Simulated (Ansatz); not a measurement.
# O-17 NMR of the central transition in Ga2O3 under strain

Cell: a structure deposited in the COD, relaxed with PBE at fixed cell and then changed (z stretched by 3 %, ions relaxed).

```
Ga O
1.0
     6.10700   -1.51855    0.00000
     6.10700    1.51855    0.00000
    -1.38599    0.00000    5.79891
Ga O
4 6
Cartesian
  0.0408 0.0000 4.6463
  10.7872 0.0000 1.1526
  7.5999 0.0000 1.8345
  3.2281 0.0000 3.9644
  1.8904 0.0000 0.6487
  8.9376 0.0000 5.1502
  1.3271 0.0000 3.2589
  9.5009 0.0000 2.5400
  5.6883 0.0000 1.4634
  5.1397 0.0000 4.3355
```

Atom numbers follow the list; atoms alike are taken as one site, whose name carries the number of the first.

Method: Kohn–Sham DFT in Ansatz, PBE, plane waves and PAW, scalar-relativistic, 420 eV cutoff, Γ-centred 10×10×6 k-points, Fermi–Dirac smearing 0.02 eV.

O-17 has I = 5/2 and Q = -25.58 mb (Pyykkö 2018); at 18.8 T its Larmor frequency is ν₀ = 108.6 MHz. Only the quadrupole interaction is simulated: positions count from each site's isotropic chemical shift, and J coupling is left out, as are shift anisotropy and dipolar coupling, which fast spinning averages.

Q: What does the O-17 spectrum (fast magic-angle spinning) show for each site?

A: 

```csv
site,first shell,C_Q (MHz),η,P_Q (MHz),δ_QIS (ppm),breadth (kHz)
O5,3 Ga at 1.86–1.97 Å; also 2 Ga at 3.22 Å,5.26,0.57,5.54,-15.6,3.93
O7,4 Ga at 1.89–2.09 Å,-2.71,0.17,2.72,-3.78,0.921
O9,3 Ga at 1.85–1.95 Å,6.94,0.12,6.96,-24.6,5.94
```

δ_QIS = −(ν_Q²/30ν₀²)[I(I+1) − 3/4](1 + η²/3) × 10⁶ ppm with ν_Q = 3|C_Q|/[2I(2I−1)]; it falls as 1/B₀² in ppm, and the breadth as 1/B₀ in kHz.

At O5 and O9 V_zz stands upright on the plane through its three neighbours (within 2°) in each case. At O7 V_zz points along its shortest bond, to Ga (within 11°).

The relaxation (7 steps) took 45 s of wall time (2.9 min of CPU time) and 1.1 GiB at its peak, on 4 threads of AMD EPYC 9R14 (Zen 4) (x86_64; 16 cores open to the job, memory cap 8.0 GiB, no GPU), a shared host with a load of 0.3 a core.
